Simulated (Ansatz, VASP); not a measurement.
## Cross-check of Al26N27 (V_Al) between VASP and Ansatz

Aim: how closely do two programs agree when they are given the same cell, functional and k mesh? Of the first pair: The structure shown is the start of the Ansatz relaxation below; VASP solves that cell, so the two are compared at the walk's first step.

Calculated with Ansatz 0.2.0; plane waves, with VASP 6.6.1 beside it; single point at r2SCAN.

The structure was built from a prototype and need not be the compound's stable phase.

### Step 1. The structure

The cell holds 53 atoms: 26 Al and 27 N. Cell: a = 8.991 Å, b = 8.991 Å, c = 8.991 Å, α = 60.0°, β = 60.0°, γ = 60.0°. It derives from AlN (AlN (F-43m)). Nearest the centre at fractional (0.333, 0.667, 0.667): N41 at 1.81 Å, N35 at 1.82 Å, N44 at 1.85 Å, N43 at 1.88 Å, Al7 at 2.95 Å, Al13 at 2.96 Å, Al9 at 2.96 Å, Al16 at 2.97 Å. The cell carries charge −3.

Structure file:

```xyz
53
Lattice="0.0000 6.3576 6.3576 6.3576 0.0000 6.3576 6.3576 6.3576 0.0000" Properties=species:S:1:pos:R:3 pbc="T T T"
Al    6.3899   12.6770    6.3556
Al    8.4595    8.4514   12.6757
Al   10.6269   10.6115   12.6790
Al    2.1266    0.0430    2.0947
Al    4.2778    8.4554    8.4989
Al    6.3500    4.2684    2.1584
Al   10.5564    6.3789    4.2603
Al    6.3197    2.1295    4.2694
Al    8.4547    4.2827    4.2455
Al    6.3722    2.1620    8.4980
Al    2.1618    4.2646    2.1196
Al    4.2602    6.3130    2.1252
Al    8.4743    8.4274    4.2457
Al    4.2516    4.1914    4.2492
Al    6.3446    6.4020    4.2572
Al   10.5482    8.4881    6.3479
Al    6.3803    4.2516    6.3150
Al    0.0430    4.2513    4.2605
Al    8.4894    6.3333   10.5541
Al   10.5955    8.5260   10.5872
Al    2.1606    4.2580    6.3376
Al    4.2377    6.4076    6.3571
Al    6.3410    8.4915    6.3127
Al    4.2352    4.2834    8.4982
Al    6.3692    6.3250    8.5129
Al    8.4860    8.5161    8.4473
N     1.0131    1.0416    1.0632
N     3.1671    3.1918    1.0128
N     5.3014    5.2644    1.0965
N     3.1424    1.0545    3.2127
N     5.2549    3.1996    3.1932
N     7.4231    5.2933    3.2282
N     5.3322    1.0788    5.2670
N     7.4492    3.1873    5.3354
N     9.5327    5.2712    5.3400
N     1.0491    3.2259    3.1918
N     3.1390    5.3065    3.2078
N     5.3223    7.3954    3.2167
N     3.1754    3.1371    5.3254
N     5.2854    5.2759    5.3410
N     7.4572    7.4336    5.3230
N     5.3369    3.1634    7.4445
N     7.3736    5.2966    7.4416
N     9.5212    7.4034    7.4628
N     1.0133    5.2911    5.3156
N     3.2210    7.4132    5.2715
N     5.2824    9.5665    5.2613
N     3.2098    5.3320    7.3976
N     5.3447    7.4258    7.4328
N     7.4294    9.5178    7.3723
N     5.2993    5.2480    9.5349
N     7.4604    7.4400    9.5260
N     9.5181    9.5417    9.5826
```

### Step 2. Ansatz: relaxation, r2SCAN

Ansatz runs on its PAW soft_1 files.

The two programs are compared at the cell with which this relaxation starts, whose forces are those of its first step.

input.yaml reads:

```yaml
crystal:
  lattice:
    - [0.0, 2.11918806, 2.11918806]
    - [2.11918806, 0.0, 2.11918806]
    - [2.11918806, 2.11918806, 0.0]
  atoms:
    - { symbol: Al, position: [0.0, 0.0, 0.0] }
    - { symbol: "N", position: [0.25, 0.25, 0.25] }
  supercell: [3, 3, 3]
  defects: [{ vacancy: 34 }]
total_charge: -3
basis:
  ecutwfc: 500
  xc_grid: 2
hamiltonian:
  xc: r2scan
  pseudopotentials: { kind: paw, azcp: { folder: soft_1 } }
kpoints:
  mp_grid: { grid: [1, 1, 1], shift: [0.25, 0.25, 0.25] }
scf:
  occupations: { method: fixed }
  max_iter: 60
output:
  forces: true
  charged_corrections: { epsilon: 4.64, static_epsilon: 8.51 }
relax:
  f_tol: 0.02
  max_steps: 80
  random_displacement: { amplitude: 0.05, seed: 8857 }
checkpoint:
  write: "../qm3.relax.run"
  compress: false
  write_wavefunctions: true
  write_every: 100000
```

The run is started by

```bash
ansatz run input.yaml --threads 8 --pin off --max-ram 15073MiB --backend cpu --events-out ev --progress --plain --runs-dir out
```

Numbers of over 12 decimals in the logs are rounded to 6 here.

The log of the run:

```text
Engine: ansatz 0.2.0, aarch64-unknown-linux-gnu
Pseudopotentials: kind: paw
Pseudopotential: Al, paw, valence charge 3, recommended cutoff 500 eV (meta_gga), soft_1/Al.paw.azcp
Pseudopotential: N, paw, valence charge 5, recommended cutoff 500 eV (meta_gga), soft_1/N.paw.azcp
Functional definition: r2SCAN
  parameter k0 = 0.174
  parameter k1 = 0.065
  parameter a1 = 4.9479
  exchange = r2scan_x(k0 = k0, k1 = k1, a1 = a1)
  correlation = r2scan_c
Crystal: 53 atoms, lattice volume = 513.928 Å³
Basis set: ecut = 500 eV, 13107 PW (Γ), exchange–correlation on 144×144×144 points (8 copies of the dense FFT grid, shifted against one another)
Bands: 161, of which v1, the nominal top of the filled ones, is band 108 counted from 1 (107 counted from 0)
Symmetry: 1 space group operations
k-points: 1
Non-local potential: Al, projectors of the file, l = 0: 2, l = 1: 2, l = 2: 1
Non-local potential: N, projectors of the file, l = 0: 2, l = 1: 2, l = 2: 1
PAW form: soft (Blöchl's): semilocal exchange-correlation on the pseudo side does not see the compensation charge
PAW frozen core: Al, regenerated for the run's functional (the file was generated under x = pbe(κ = 0.804, μ = 0.219515), c = pbe(β = 0.066725))
PAW frozen core: N, regenerated for the run's functional (the file was generated under x = pbe(κ = 0.804, μ = 0.219515), c = pbe(β = 0.066725))
PAW one-centre angular grid: Al, 302 points (default); XC on 160 Gauss nodes
PAW one-centre angular grid: N, 302 points (default); XC on 160 Gauss nodes
Initial density: superposition of atomic densities (chi_scale 0.1, normalization cell, long waves kept (reshape's long-wave potential 0.14 eV rms))
Initial wavefunctions: pseudopotential atomic-orbital guess
Functional: x = r2scan, c = r2scan; τ floored in thin density (d = 2e-4 eV/Å³)
SCF iter   1: F=—  HF=-24506.883115 eV  |F-HF|=—  |Δ(HF+E_count)|=         —  Δρ=1.38e-1  dr2=1.18e2  dr2_τ=1.60e1  ethr=3.10e-3  ⟨swp⟩=5.0  Hψ=531  notcnv=0  defer=49
preconditioner: auto → Resta (q_TF=auto, 2.361 Å⁻¹)  ε∞=3.3  [insulator: Δε(μ)=4.514 eV  Ē_g=15.913 eV  n_scr=112 (ndim 8)  ℏωp=24.1 eV  f_vac=0.000  ε∞_Penn≈3.3]
SCF iter   2: F=—  HF=-24479.703489 eV  |F-HF|=—  |Δ(HF+E_count)|=    2.72e1  Δρ=4.97e-2  dr2=9.25e0  dr2_τ=2.37e0  ethr=3.10e-3  ⟨swp⟩=3.0  Hψ=299  notcnv=0  defer=50
SCF iter   3: F=—  HF=-24481.672648 eV  |F-HF|=—  |Δ(HF+E_count)|=    1.97e0  Δρ=2.41e-2  dr2=1.91e0  dr2_τ=1.25e-1  ethr=3.10e-3  ⟨swp⟩=3.0  Hψ=279  notcnv=0  defer=50
SCF iter   4: F=—  HF=-24481.980031 eV  |F-HF|=—  |Δ(HF+E_count)|=   3.07e-1  Δρ=6.31e-3  dr2=2.17e-1  dr2_τ=3.62e-2  ethr=8.82e-4  ⟨swp⟩=2.0  Hψ=203  notcnv=0  defer=50
SCF iter   5: F=—  HF=-24481.939423 eV  |F-HF|=—  |Δ(HF+E_count)|=   4.06e-2  Δρ=1.33e-3  dr2=6.49e-3  dr2_τ=7.33e-4  ethr=1.00e-4  ⟨swp⟩=2.0  Hψ=256  notcnv=0  defer=51
SCF iter   6: F=—  HF=-24481.941923 eV  |F-HF|=—  |Δ(HF+E_count)|=   2.50e-3  Δρ=3.34e-4  dr2=5.72e-4  dr2_τ=4.69e-5  ethr=3.01e-6  ⟨swp⟩=2.0  Hψ=198  notcnv=0  defer=51
SCF iter   7: F=—  HF=-24481.942060 eV  |F-HF|=—  |Δ(HF+E_count)|=   1.38e-4  Δρ=1.41e-4  dr2=9.75e-5  dr2_τ=1.51e-5  ethr=2.65e-7  ⟨swp⟩=2.0  Hψ=218  notcnv=0  defer=51
SCF iter   8: F=-24481.942047 eV  HF=-24481.942048 eV  |F-HF|=9.62e-7  |Δ(HF+E_count)|=   1.29e-5  Δρ=2.68e-5  dr2=2.95e-6  dr2_τ=5.53e-7  ethr=4.63e-9  ⟨swp⟩=3.0  Hψ=578  notcnv=0
SCF 1 converged in 8 iterations: F = -24481.942047 eV  dr2 = 2.95e-6
  greatest PAW one-centre occupation: 0.808 electrons in one spin orbital (limit 2), on the N atom at site 29 (counted from 0), in its partial waves of l = 0
relax step   1: F+E_penalty+E_count = -24481.94204667 eV  Δ(F+E_penalty+E_count) = +0.000e0 eV  max|allowed force component| = 3.167e0 eV/Å  Δτ_max = 0.0000 Å  (8 SCF iters, dr2 threshold 1.00e-5 eV, accepted)
Initial density: handed on by an earlier stage of this run
Initial wavefunctions: those handed on with the density
iter 1 solved again at ethr=1.78e-4 eV; its pass at ethr=3.10e-3 eV (dr2=3.84e-1 eV) is discarded
SCF iter   1: F=—  HF=-24484.597000 eV  |F-HF|=—  |Δ(HF+E_count)|=         —  Δρ=8.10e-3  dr2=3.88e-1  dr2_τ=8.03e-1  ethr=1.78e-4  ⟨swp⟩=1.0  Hψ=544  notcnv=0  defer=50
preconditioner: auto → Resta (q_TF=auto, 2.361 Å⁻¹)  ε∞=3.6  [insulator: Δε(μ)=2.839 eV  Ē_g=14.788 eV  n_scr=112 (ndim 8)  ℏωp=24.1 eV  f_vac=0.000  ε∞_Penn≈3.6]
SCF iter   2: F=—  HF=-24484.540749 eV  |F-HF|=—  |Δ(HF+E_count)|=   5.63e-2  Δρ=3.26e-3  dr2=7.97e-2  dr2_τ=4.86e-3  ethr=1.78e-4  ⟨swp⟩=2.0  Hψ=202  notcnv=0  defer=51
SCF iter   3: F=—  HF=-24484.524678 eV  |F-HF|=—  |Δ(HF+E_count)|=   1.61e-2  Δρ=1.37e-3  dr2=9.41e-3  dr2_τ=1.59e-3  ethr=3.69e-5  ⟨swp⟩=2.0  Hψ=184  notcnv=0  defer=51
SCF iter   4: F=—  HF=-24484.523667 eV  |F-HF|=—  |Δ(HF+E_count)|=   1.01e-3  Δρ=3.80e-4  dr2=7.83e-4  dr2_τ=3.72e-5  ethr=4.36e-6  ⟨swp⟩=2.0  Hψ=256  notcnv=0  defer=51
[...]
atom  15  Al    -0.00233911    -0.00061345    -0.00193817
  atom  16  N      0.00263389    -0.00010924    -0.00116603
  atom  17  Al    -0.00133110     0.00015718     0.00340739
  atom  18  N      0.00133896    -0.00075698    -0.00785926
  atom  19  Al    -0.00007571    -0.00171309     0.00021440
  atom  20  N     -0.00064611     0.00541320    -0.00031762
  atom  21  Al    -0.00398416    -0.00033625     0.00548353
  atom  22  N      0.00181647     0.00044833     0.00002104
  atom  23  Al    -0.00359949     0.00160085     0.00492986
  atom  24  N     -0.00271828    -0.00275448    -0.00202204
  atom  25  Al     0.00470493    -0.00490509     0.00231135
  atom  26  N     -0.00122138     0.00067321    -0.00055285
  atom  27  Al     0.00208556    -0.00116490    -0.00140983
  atom  28  N     -0.00286665     0.00016266     0.00045298
  atom  29  Al     0.00384059    -0.00318721     0.00308089
  atom  30  N     -0.00798921     0.00341624    -0.00441210
  atom  31  Al     0.00123751     0.00206995     0.00000983
  atom  32  N      0.00204242    -0.00213925    -0.00065655
  atom  33  Al    -0.00158755     0.00147617    -0.00188590
  atom  34  N      0.00087764    -0.00345701    -0.00492591
  atom  35  N      0.00223794     0.00253445    -0.00453475
  atom  36  Al     0.00253807    -0.00102961     0.00291965
  atom  37  N     -0.00282381    -0.00026230     0.00022974
  atom  38  Al     0.00083784     0.00312042     0.00121307
[...]
atom  46  Al     0.00375334    -0.00100510     0.00183516
  atom  47  N     -0.00064690     0.00101950     0.00292846
  atom  48  Al    -0.00202671     0.00185862     0.00065325
  atom  49  N      0.00047391     0.00091842    -0.00373483
  atom  50  Al    -0.00125901     0.00105044    -0.00028959
  atom  51  N      0.00172627     0.00012239     0.00224090
  atom  52  Al     0.00051655    -0.00050807     0.00241424
  atom  53  N     -0.00169832    -0.00249208    -0.00121408
  max |Σ_I F_I| component: 3.90e-3 eV/Å
--- Charged-cell corrections in eV (Makov–Payne, q = -3.000 e, ε = 8.510) ---
  F (periodic)     = -24485.368584  (uncorrected; the corrections below are reported, never added to it)
  E_corr1          = +2.745619  (monopole, q²α_M/2εL)
  F Makov-Payne    = -24482.622964  (F + E_corr1; no measured alignment; for a localised charge, not one spread in a band: unchecked)
  no potential alignment in this run, which stands beside a crystal: run the host's input off ansatz write-host-input, and read the two finished runs by ansatz place-levels (neither reads a slab, a wire or a sheet, whose cell leaves a vacuum)
--- Band table (eV) ---
  k-point 0: bands = [... 104 lower, 7.3399, 8.9190, 9.2037, 9.2046, 12.5667, 12.6458, 12.6464, 13.4049, ... 49 higher]
--- Relaxed structure (5 steps of the walk, 5 accepted, 0 SCFs on fresh bases) ---
  F+E_penalty+E_count = -24485.36858353 eV   max|allowed force component| = 7.941e-3 eV/Å
  atoms:
    - { symbol: Al, position: [0.0016983, -0.00110914, -0.00145334] }
    - { symbol: N, position: [0.083550, 0.083942, 0.083638] }
    - { symbol: Al, position: [0.00184722, -0.00105195, 0.334713] }
    - { symbol: N, position: [0.083596, 0.085465, 0.416423] }
    - { symbol: Al, position: [0.00449511, -0.00703277, 0.668268] }
    - { symbol: N, position: [0.083367, 0.085533, 0.749484] }
    - { symbol: Al, position: [0.00187002, 0.335010, -0.00136989] }
    - { symbol: N, position: [0.083602, 0.416810, 0.085061] }
    - { symbol: Al, position: [0.000531395, 0.333706, 0.333312] }
    - { symbol: N, position: [0.084085, 0.417248, 0.416902] }
    - { symbol: Al, position: [0.000512493, 0.333754, 0.666837] }
    - { symbol: N, position: [0.083650, 0.416861, 0.749584] }
    - { symbol: Al, position: [0.00473507, 0.668625, -0.00766751] }
    - { symbol: N, position: [0.083495, 0.749810, 0.085048] }
    - { symbol: Al, position: [0.000606278, 0.667195, 0.333275] }
    - { symbol: N, position: [0.083729, 0.749902, 0.416436] }
    - { symbol: Al, position: [0.00462292, 0.668812, 0.668414] }
    - { symbol: N, position: [0.070211, 0.755275, 0.754637] }
    - { symbol: Al, position: [0.336168, -0.000696905, -0.000930003] }
    - { symbol: N, position: [0.415499, 0.085469, 0.085167] }
    - { symbol: Al, position: [0.335388, -0.00719093, 0.337533] }
    - { symbol: N, position: [0.416619, 0.085494, 0.416258] }
    - { symbol: Al, position: [0.335222, -0.0072339, 0.668147] }
    - { symbol: N, position: [0.415583, 0.085247, 0.748510] }
    - { symbol: Al, position: [0.335455, 0.337740, -0.00748193] }
    - { symbol: N, position: [0.416651, 0.416586, 0.085137] }
    - { symbol: Al, position: [0.334039, 0.333702, 0.333345] }
    - { symbol: N, position: [0.416751, 0.416813, 0.416525] }
    - { symbol: Al, position: [0.335621, 0.337748, 0.668487] }
    - { symbol: N, position: [0.421884, 0.403448, 0.754814] }
    - { symbol: Al, position: [0.335356, 0.668460, -0.00773148] }
    - { symbol: N, position: [0.415669, 0.748737, 0.084866] }
    - { symbol: Al, position: [0.335677, 0.668778, 0.337394] }
    - { symbol: N, position: [0.422118, 0.755155, 0.402823] }
    - { symbol: N, position: [0.421926, 0.755098, 0.754581] }
    - { symbol: Al, position: [0.666159, -0.000688618, -0.000927129] }
    - { symbol: N, position: [0.750661, 0.083820, 0.083546] }
    - { symbol: Al, position: [0.665689, -0.00115773, 0.334563] }
    - { symbol: N, position: [0.750770, 0.083888, 0.416425] }
    - { symbol: Al, position: [0.666139, -0.000694896, 0.669054] }
    - { symbol: N, position: [0.752195, 0.085497, 0.748422] }
    - { symbol: Al, position: [0.665729, 0.334838, -0.00144422] }
    - { symbol: N, position: [0.750785, 0.416677, 0.083637] }
    - { symbol: Al, position: [0.665813, 0.334966, 0.334722] }
    - { symbol: N, position: [0.752264, 0.416734, 0.416473] }
    - { symbol: Al, position: [0.659595, 0.337807, 0.668286] }
    - { symbol: N, position: [0.752296, 0.416559, 0.749487] }
    - { symbol: Al, position: [0.666211, 0.669303, -0.00098064] }
    - { symbol: N, position: [0.752412, 0.748687, 0.085053] }
    - { symbol: Al, position: [0.659769, 0.668571, 0.337387] }
    - { symbol: N, position: [0.752396, 0.749759, 0.416206] }
    - { symbol: Al, position: [0.659594, 0.668432, 0.668089] }
    - { symbol: N, position: [0.752109, 0.748747, 0.748457] }
```

Reading the cycles: dr2 is the Hartree energy of the density residual (eV), the measure of convergence; HF is the Harris–Foulkes estimate of the energy, which meets the free energy F at convergence.

[end of part 1 of 3]

[Lines on the potential files, build, host, timing and source positions are cut from VASP's logs without a mark.]

[Logs are printed without paths, hosts, clocks, repeated set-up lines and the standing remarks that a program may print on its own settings, such as how far it seeks lower states.]

[Hosts, paths, dates, database ids (printed as entryN), source tags and the programs' standing remarks are cut or masked in the printed files.]
